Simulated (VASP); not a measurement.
Set up this calculation in VASP 6.6.1, as the native input.

```yaml
Task: band structure
Functional: PBE
Potentials_or_basis: VASP PAW PBE potentials, release 64 (Ag, O)
Cutoff: 520 eV
k_mesh: 8 × 8 × 8
Occupations: methfessel-paxton, width 0.1 eV
Spin: no spin polarisation
Further_INCAR_settings: ALGO = Normal; EDIFF = 1e-06
```

The structure of Ag2O lies in POSCAR:

```
Ag2O                                    
1.0
    4.7022019202      0.0000000000      0.0000000000
    0.0000000000      4.7022019202      0.0000000000
    0.0000000000      0.0000000000      4.7022019202
  Ag              O             
     4     2
Direct
     0.2500000000000000    0.2500000000000000    0.2500000000000000
     0.2500000000000000    0.7500000000000000    0.7500000000000000
     0.7500000000000000    0.7500000000000000    0.2500000000000000
     0.7500000000000000    0.2500000000000000    0.7500000000000000
     0.0000000000000000    0.0000000000000000    0.0000000000000000
     0.5000000000000000    0.5000000000000000    0.5000000000000000
```

These files were run (other wordings do the same):

INCAR

```
  PREC = Accurate
  ENCUT = 520
  EDIFF = 1E-6
  ISMEAR = 1
  SIGMA = 0.1
  LREAL = F
  LASPH = T
  NELM = 80
  ALGO = Normal
  ISIF = 2
  LWAVE = F
  LCHARG = F
  LMAXMIX = 4
  GGA = PE
  KPAR = 4
```

KPOINTS

```
regular mesh
0
Gamma
  8 8 8
```

KPOINTS_OPT

```
explicit points
158
Reciprocal
 0.0000000000  0.0000000000  0.0000000000 1
 0.0000000000  0.0357142857  0.0000000000 1
 0.0000000000  0.0714285714  0.0000000000 1
 0.0000000000  0.1071428571  0.0000000000 1
 0.0000000000  0.1428571429  0.0000000000 1
 0.0000000000  0.1785714286  0.0000000000 1
[... 150 lines left out ...]
 0.0185836500  0.4814163500  0.0000000000 1
-0.0185836500  0.5185836500  0.0000000000 1
```

Potentials or basis: VASP PAW PBE potentials, release 64 (Ag, O).

Run with:

```console
$ cat potpaw_PBE.64/Ag/POTCAR potpaw_PBE.64/O/POTCAR > POTCAR
$ mpirun -np 4 vasp_std > vasp.out
```

It gave:

```yaml
Pressure: 5.7 GPa
Band_gap_on_the_k_mesh: 0.05 eV, direct
Band_gap_along_the_path: 0.05 eV, direct
```

It took 52 s on 4 MPI ranks on Intel(R) Xeon(R) 6975P-C (Granite Rapids), on a shared host, peak memory 0.31 GiB a rank.
